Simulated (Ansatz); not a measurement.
**Convergence notes, G0W0 on GaP (F-43m)**

A 2-atom cell of GaP started from a crystallographic database, relaxed with r2SCAN; one-shot G0W0 in Ansatz without spin-orbit coupling. (Simulation; spin polarisation is off.)

Space group F-43m (No. 216). a = 5.451 Å, b = 5.451 Å, c = 5.451 Å, α = 90.00°, β = 90.00°, γ = 90.00°
```tsv
atom	site	symmetry	x	y	z
Ga	4a	-43m	0.0000	0.0000	0.0000
P	4d	-43m	0.2500	0.2500	0.7500
```

Gaps are read over the mesh points alone. G0W0 values are finite-basis, finite-mesh values.
```tsv
start	potentials	frequency model	mesh	empty bands	screening cutoff (eV)	Kohn-Sham gap (eV)	G0W0 gap (eV)	rough cost
PBE	PAW	contour deformation	4×4×4	65	80	1.63	1.97	8 core-seconds
PBE	PAW	contour deformation	4×4×4	152	140	1.63	2.09	30 core-seconds
PBE	PAW	contour deformation	4×4×4	279	210	1.63	2.13	2.1 core-minutes
HSE06	PAW	contour deformation	4×4×4	152	140	2.30	2.39	70 core-seconds
LDA	PAW	contour deformation	4×4×4	152	140	1.46	2.04	30 core-seconds
r2SCAN	PAW	contour deformation	4×4×4	152	140	1.88	2.25	40 core-seconds
PBE	PAW	Godby-Needs pole	4×4×4	152	140	1.63	2.05	27 core-seconds
PBE	PAW	contour deformation	6×6×6	65	80	1.65	2.03	40 core-seconds
PBE	norm-conserving	contour deformation	4×4×4	152	140	1.63	2.08	70 core-seconds
```

The quasiparticle gap on this mesh is 2.13 eV (Γ to X), against 1.63 eV from PBE: +0.50 eV. Renormalisation factors Z lie between 0.73 and 0.79.

Raising bands and cutoff together moves the gap by +0.12 eV (80 to 140 eV), then +0.04 eV (140 to 210 eV); the last step is still large, so the basis limit isn't reached. Starting from HSE06 (2.30 eV against PBE's 1.63 eV) gives 2.39 eV, +0.30 eV from G0W0@PBE at the same screening cutoff. Starting from LDA (1.46 eV against PBE's 1.63 eV) gives 2.04 eV, -0.05 eV from G0W0@PBE at the same screening cutoff. Starting from r2SCAN (1.88 eV against PBE's 1.63 eV) gives 2.25 eV, +0.16 eV from G0W0@PBE at the same screening cutoff. The Godby-Needs plasmon pole differs from contour deformation by -0.04 eV. A 6×6×6 mesh in place of 4×4×4 changes the opening over PBE by +0.03 eV (the gap on the mesh by +0.06 eV, the PBE gap by +0.02 eV). Norm-conserving potentials (wave cutoff 1088 eV against 420 eV) shift the quasiparticle gap by -0.01 eV and the PBE gap by 0.00 eV. r2SCAN runs take a wave cutoff of 500 eV.

With a shallow d shell on the cation, G0W0 converges slowly in bands and cutoff, so these values are in doubt.
